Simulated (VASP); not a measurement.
## FeO under changes of volume

One of the cells (10.238 Å³/atom); the others are scaled copies at fixed shape and fractional positions:

```
Fe O
1.0
     1.52773    0.88204    2.53246
    -1.52773    0.88204    2.53246
     0.00000   -1.76407    2.53246
Fe O
1 1
Direct
  0.00000 0.00000 0.00000
  0.50000 0.50000 0.50000
```

```yaml
Program: VASP 6.6.1
Functional: PBE
Potentials_or_basis: VASP PAW PBE potentials, release 64 (Fe, O)
Cutoff: 520 eV
k_mesh: 11 × 11 × 11
Occupations: fermi-dirac, width 0.05 eV
Spin: collinear spin, ferromagnetic start
Starting_moments: "[3.0, 0.0] μB"
```

```csv
volume (Å³/atom),energy over the lowest point (meV/atom),pressure (GPa)
9.435,19.94,12.6
9.635,?,?
9.836,0.00,3.4
10.238,0.93,-4.0
10.438,7.85,-7.1
10.639,18.49,-10.0
```

Question: What does the run at 9.635 Å³/atom give?

Answer: Energy over the lowest point 7.06 meV/atom; pressure 7.7 GPa.

Worked out: A Birch-Murnaghan fit of order 3 (a polynomial in V^(-2/3)) to the other rows has its minimum at 10.01 Å³/atom with B0 = V·E''(V) = 187 GPa and B' = 4.7 at fixed shape and positions, which overstates the stiffness. It gives 7.08 meV/atom at 9.635 Å³/atom, against the run's 7.06, and -dE/dV = 7.9 GPa, against 7.7.

Energies are extrapolated to zero smearing.

Caveats: a cell with one magnetic atom can't hold antiferromagnetic order, which such compounds often take.
